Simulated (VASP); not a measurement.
# InP (F-43m) in VASP: notebook, part 3 of 3

VASP 6.6.1.

## 5. Single point, LDA

Contents of INCAR:

```
ALGO     = Normal         # electronic algorithm
EDIFF    = 1E-6           # SCF threshold, eV
ENCUT    = 520            # plane-wave cutoff, eV
ISIF     = 2              # what is computed and relaxed
ISMEAR   = -1             # smearing method
LASPH    = T              # aspherical terms in the spheres
LCHARG   = F              # write CHGCAR
LREAL    = F              # projectors in reciprocal space
LWAVE    = F              # write WAVECAR
NBANDS   = 16             # bands
NELM     = 80             # most SCF steps
PREC     = Accurate       # precision mode
SIGMA    = 0.05           # smearing width, eV
```

Contents of KPOINTS:

```
k-points
0
Gamma
  6 6 6
```

Contents of POSCAR:

```
InP
1.0
    0.0000000000      2.9305000000      2.9305000000
    2.9305000000      0.0000000000      2.9305000000
    2.9305000000      2.9305000000      0.0000000000
In P
1 1
Direct
    0.0000000000      0.0000000000      0.0000000000
    0.7500000000      0.7500000000      0.7500000000
```

Potentials or basis: VASP PAW LDA potentials, release 64 (In_d, P).

Run with:

```sh
$ cat potpaw_LDA.64/In_d/POTCAR potpaw_LDA.64/P/POTCAR > POTCAR
$ mpirun -np 1 vasp_std > vasp.out
```

OUTCAR:

```text
EDIFF = 1E-6
   ENCUT = 520
   ISIF = 2
   ISMEAR = -1
   LASPH = T
   LREAL = F
   NELM = 80
   PREC = Accurate

 ion  position               nearest neighbor table
   1  0.000  0.000  0.000-   2 2.54   2 2.54   2 2.54   2 2.54
   2  0.750  0.750  0.750-   1 2.54   1 2.54   1 2.54   1 2.54

  LATTYP: Found a face centered cubic cell.
 ALAT       =     5.8610000000

  Lattice vectors:

 A1 = (   0.0000000000,   2.9305000000,   2.9305000000)
 A2 = (   2.9305000000,   0.0000000000,   2.9305000000)
 A3 = (   2.9305000000,   2.9305000000,   0.0000000000)

Analysis of symmetry for initial positions (statically):
=====================================================================
 Subroutine PRICEL returns:
 Original cell was already a primitive cell.

 Routine SETGRP: Setting up the symmetry group for a
 face centered cubic supercell.

 Subroutine GETGRP returns: Found 24 space group operations
 (whereof 24 operations were pure point group operations)
 out of a pool of 48 trial point group operations.

The static configuration has the point symmetry T_d .

Analysis of symmetry for dynamics (positions and initial velocities):
[... 149 lines left out ...]
 E-fermi :   5.2975     XC(G=0):  -9.6092

 val. band max:        5.0159391544   @ k =   0.0000   0.0000   0.0000
 cond. band min:       5.5231338987   @ k =   0.0000   0.0000   0.0000
 fundamental gap:      0.5071947443
 Fermi energy:         5.2974507228

 k-point     1 :       0.0000    0.0000    0.0000
  band No.  band energies     occupation
      1      -9.1791      2.00000
      2      -9.1791      2.00000
      3      -9.1791      2.00000
      4      -9.0245      2.00000
      5      -9.0245      2.00000
      6      -6.5306      2.00000
[... 281 lines left out ...]
      3      -9.0812      2.00000
      4      -9.0541      2.00000
      5      -9.0023      2.00000
      6      -4.0437      2.00000
[... 8 lines left out ...]
     15      16.2296      0.00000
     16      16.8934      0.00000

------------------------ aborting loop because EDIFF is reached ----------------------------------------

  FORCE on cell =-STRESS in cart. coord.  units (eV):
  Direction    XX          YY          ZZ          XY          YZ          ZX
  --------------------------------------------------------------------------------------
  -------------------------------------------------------------------------------------
  Total       -0.3757832     -0.3757832     -0.3757832      0.0000000      0.0000000      0.0000000
  in kB      -11.9616974    -11.9616974    -11.9616974      0.0000000      0.0000000      0.0000000
  external PRESSURE =     -11.9616974 kB  Pullay stress =       0.0000000 kB

 VOLUME and BASIS-vectors are now :
 -----------------------------------------------------------------------------
  energy-cutoff  :      520.00
  volume of cell :       50.33
      direct lattice vectors                 reciprocal lattice vectors
     0.000000000  2.930500000  2.930500000    -0.170619348  0.170619348  0.170619348
     2.930500000  0.000000000  2.930500000     0.170619348 -0.170619348  0.170619348
     2.930500000  2.930500000  0.000000000     0.170619348  0.170619348 -0.170619348

 POSITION                                       TOTAL-FORCE (eV/Angst)
 -----------------------------------------------------------------------------------
      0.00000      0.00000      0.00000        -0.000000     -0.000000     -0.000000
      4.39575      4.39575      4.39575         0.000000      0.000000      0.000000
 -----------------------------------------------------------------------------------
    total drift:                                0.000000      0.000000      0.000000

  FREE ENERGIE OF THE ION-ELECTRON SYSTEM (eV)
  ---------------------------------------------------
  free  energy   TOTEN  =        -9.6567894846 eV

  energy  without entropy=       -9.6567281679  energy(sigma->0) =       -9.65675883
```

OSZICAR:

```text
N       E                     dE             d eps       ncg     rms          rms(c)
DAV:   1     0.107716476815E+03    0.10772E+03   -0.84649E+03   512   0.127E+03
DAV:   2    -0.300472641008E+01   -0.11072E+03   -0.10689E+03   584   0.289E+02
DAV:   3    -0.991077235524E+01   -0.69060E+01   -0.68732E+01   672   0.722E+01
DAV:   4    -0.100876843995E+02   -0.17691E+00   -0.17685E+00   640   0.126E+01
DAV:   5    -0.100971525722E+02   -0.94682E-02   -0.94679E-02   760   0.245E+00    0.582E+00
DAV:   6    -0.970484978836E+01    0.39230E+00   -0.58440E-01   816   0.126E+01    0.346E+00
DAV:   7    -0.966219987995E+01    0.42650E-01   -0.13521E-01   728   0.297E+00    0.117E+00
DAV:   8    -0.965694032048E+01    0.52596E-02   -0.12963E-02   632   0.129E+00    0.358E-01
DAV:   9    -0.965675860877E+01    0.18171E-03   -0.99117E-04   720   0.320E-01    0.178E-01
DAV:  10    -0.965678787665E+01   -0.29268E-04   -0.15039E-04   776   0.174E-01    0.983E-02
DAV:  11    -0.965679169259E+01   -0.38159E-05   -0.34341E-05   768   0.918E-02    0.609E-02
DAV:  12    -0.965678946990E+01    0.22227E-05   -0.48540E-06   616   0.154E-02    0.951E-03
DAV:  13    -0.965678948462E+01   -0.14723E-07   -0.50634E-07   320   0.412E-03
   1 F= -.96567895E+01 E0= -.96567588E+01  d E =-.613168E-04
```

Run time: 8.8 s. Hardware: 1 thread of Intel Xeon Platinum 8488C (Sapphire Rapids), shared host; peak memory 0.15 GiB.

What came out:

| Property | Result |
| --- | --- |
| Free energy | -9.6568 eV |
| Pressure | -1.2 GPa |
| Band gap on the k mesh | 0.51 eV, direct |

Levels at points of the mesh, in eV from the valence-band top:
| k point | band 7 | band 8 | band 9 | band 10 | band 11 | band 12 |
| --- | --- | --- | --- | --- | --- | --- |
| (0.00, 0.00, 0.00) | 0.00 | 0.00 | 0.00 | 0.51 | 3.96 | 3.96 |
| (0.50, 0.00, 0.00) | -5.83 | -0.99 | -0.99 | 1.32 | 4.70 | 4.70 |
| (0.50, 0.50, 0.00) | -5.86 | -2.36 | -2.36 | 1.59 | 2.12 | 8.99 |

Caveat: spin-orbit coupling is left out, which moves the levels of the heavy elements.

## 6. Single point, PBE

Contents of INCAR:

```
SYSTEM = InP
PREC = Accurate
ENCUT = 520
EDIFF = 1E-6
ISMEAR = 0
SIGMA = 0.012
LREAL = .FALSE.
LASPH = .TRUE.
NELM = 60
ALGO = Normal
ISIF = 2
LWAVE = .FALSE.
LCHARG = .FALSE.
GGA = PE
NBANDS = 16
```

Contents of KPOINTS:

```
regular mesh
0
G
  8 8 8
  0 0 0
```

POSCAR is that of step 5.

Potentials or basis: VASP PAW PBE potentials, release 64 (In_d, P).

Run with:

```sh
$ cat potpaw_PBE.64/In_d/POTCAR potpaw_PBE.64/P/POTCAR > POTCAR
$ mpirun -np 1 vasp_std > vasp.out
```

It took 26 s on 1 thread of Intel Xeon Platinum 8488C (Sapphire Rapids), shared host; peak memory 0.17 GiB.

Results (log left out):

```
Free energy            : -8.3808 eV
Pressure               : 3.3 GPa
Band gap on the k mesh : 0.71 eV, direct
```

Levels at points of the mesh, in eV from the valence-band top:
```
           k point  band 5  band 6  band 7  band 8  band 9  band 10  band 11  band 12  band 13  band 14
(0.00, 0.00, 0.00)  -14.03  -11.52    0.00    0.00    0.00     0.71     4.09     4.09     4.09     8.58
(0.50, 0.00, 0.00)  -14.02   -9.79   -5.73   -0.97   -0.97     1.50     4.81     4.81     7.10     9.48
(0.50, 0.50, 0.00)  -14.00   -9.14   -5.75   -2.32   -2.32     1.76     2.27     9.21     9.60     9.60
```

Caveat: spin-orbit coupling is left out, which moves the levels of the heavy elements.

## 7. Summary

```tsv
task	level	potentials or basis	cell	k mesh	cutoff (eV)	smearing	gap on the mesh (eV)	pressure (GPa)
single point	revPBE	VASP PAW PBE potentials, release 64 (In_d, P)	a = 4.144 Å, angles 60.0°, 2 atoms	8 × 8 × 8	520	fermi-dirac 0.05 eV	0.81	4.6
single point	RPBE	VASP PAW PBE potentials, release 64 (In_d, P)	a = 4.256 Å, angles 60.0°, 2 atoms	8 × 8 × 8	520	fermi-dirac 0.05 eV	0.41	-0.1
relaxation of cell and atoms	RPBE	VASP PAW PBE potentials, release 64 (In_d, P)	relaxed from a = 4.144 Å, angles 60.0°, 2 atoms	8 × 8 × 8	600	fermi-dirac 0.05 eV	0.42	0.0
single point	LDA	VASP PAW LDA potentials, release 64 (In_d, P)	a = 4.144 Å, angles 60.0°, 2 atoms	6 × 6 × 6	520	fermi-dirac 0.05 eV	0.51	-1.2
single point	PBE	VASP PAW PBE potentials, release 64 (In_d, P)	a = 4.144 Å, angles 60.0°, 2 atoms	8 × 8 × 8	520	gaussian 0.012 eV	0.71	3.3
```

Alike in all rows: no spin polarisation.

Caveats: spin-orbit coupling is left out, which moves the levels of the heavy elements; the PAW data sets were made with another functional, which shifts forces and pressure a little (some runs).

Total energies depend on the potentials used, so only differences within one code and one set of settings carry meaning.

## 8. How close it comes

Step 3. Measured gap of InP: 1.4236 eV (direct; 1.6 K; a printed reference work, data compilation). This calculation gives 0.41 eV (-1.02 eV). So large a miss can be the level of theory's own, or it may mean another phase, state or a wrong row. Spin-orbit coupling on In is left out. The value is that of RPBE, without temperature or zero-point motion. Semilocal functionals fall short of measured gaps as a rule.

Step 5. Measured gap of InP: 1.4236 eV (direct; 1.6 K; a printed reference work, data compilation). This calculation gives 0.51 eV (-0.92 eV). Spin-orbit coupling on In is left out. The value is that of LDA, without temperature or zero-point motion. Semilocal functionals fall short of measured gaps as a rule.
